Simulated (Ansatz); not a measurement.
# Li2O (Fm-3m): exact exchange against the cheap answer (a further series)

One table from this session's results is given with a row withheld; the runs are named, their logs left out.

Program: Ansatz 0.2.0. Level of theory: DFT at several levels, plane waves, PAW. These are calculated values, not measurements.

### The starting structure

Symmetry: Fm-3m, No. 225, cubic system. The conventional cell has a = 4.619 Å, b = 4.619 Å, c = 4.619 Å, α = 90.00°, β = 90.00°, γ = 90.00°. Li (site symmetry -43m) is surrounded by 4 O at 2.00 Å. O (site symmetry m-3m) is surrounded by 8 Li at 2.00 Å.

As a file:

```
Li O
1.0
     0.00000    2.30950    2.30950
     2.30950    0.00000    2.30950
     2.30950    2.30950    0.00000
Li O
2 1
Direct
  0.25000 0.25000 0.25000
  0.75000 0.75000 0.75000
  0.00000 0.00000 0.00000
```

At PBE, an earlier run found 0.37 GPa for this cell of 8.212 Å³/atom (8×8×8 mesh), gap on the mesh 4.99 eV.

All runs below keep this geometry.

Levels to run, all on a 6×6×6 mesh: HSE06 form (screening 0.3 Å⁻¹); r²SCAN50; HSE06. Hardware: 4 threads of Arm Neoverse V1, shared host.

An earlier series ran PBE on this mesh: volume 8.212 Å³/atom, pressure 0.37 GPa, gap on the mesh 4.99 eV.

The first run:

File input.yaml:

```yaml
crystal:
  lattice:
    - [0.0, 2.3095007135, 2.3095007135]
    - [2.3095007135, 0.0, 2.3095007135]
    - [2.3095007135, 2.3095007135, 0.0]
  atoms:
    - { symbol: Li, position: [0.25, 0.25, 0.25] }
    - { symbol: Li, position: [0.75, 0.75, 0.75] }
    - { symbol: O, position: [0.0, 0.0, 0.0] }
basis:
  ecutwfc: 420
  ecutrho_ratio: 4
kpoints:
  mp_grid: { grid: [6, 6, 6] }
hamiltonian:
  xc: { preset: hse06, exx: { coeff: 0.25, omega: 0.3 } }
scf:
  occupations: { method: gaussian, width: 0.05 }
  n_extra_bands: 10
output:
  forces: true
  stress: true
  eigenvalues: true
  populations: true
  dos: { projected: true, de: 0.02 }
```

The run is started by

```
$ ansatz run input.yaml --threads 4 --pin off --max-ram 8192MiB --backend cpu --events-out ev --progress --plain --runs-dir out
```

Steps of the session up to this table: HSE06 form (screening 0.3 Å⁻¹); r²SCAN50; HSE06.

One table of the session follows, with a row left open; its other results are not shown here.

It belongs to the step «The sweep». 

| level | gap on the mesh (eV) | pressure (GPa) |
| --- | --- | --- |
| PBE (earlier series) | 4.99 | 0.4 |
| HSE06 form (screening 0.3 Å⁻¹) | ? | ? |
| r²SCAN50 | 9.88 | -6.3 |
| HSE06 | 6.58 | -2.8 |

**Question.** Estimate the row for HSE06 form (screening 0.3 Å⁻¹).

The run gave: gap on the mesh (eV): 6.34; pressure (GPa): -2.7. In the column «gap on the mesh (eV)» it lies between PBE (earlier series) (4.99) and HSE06 (6.58).

Against 4.99 eV at PBE, the runs with exact exchange give 6.34 (HSE06 form (screening 0.3 Å⁻¹)) to 9.88 eV (r²SCAN50). The cutoffs differ: 500 eV for r²SCAN50, 420 eV otherwise. Gaps are over this coarse mesh alone, and total energies of different levels can't be compared. The program warned that the SCF threshold is loose for the stress of this hybrid run.

Caveats from the session: Warnings in the runs' records: stress scf threshold loose, stress exchange threshold loose.
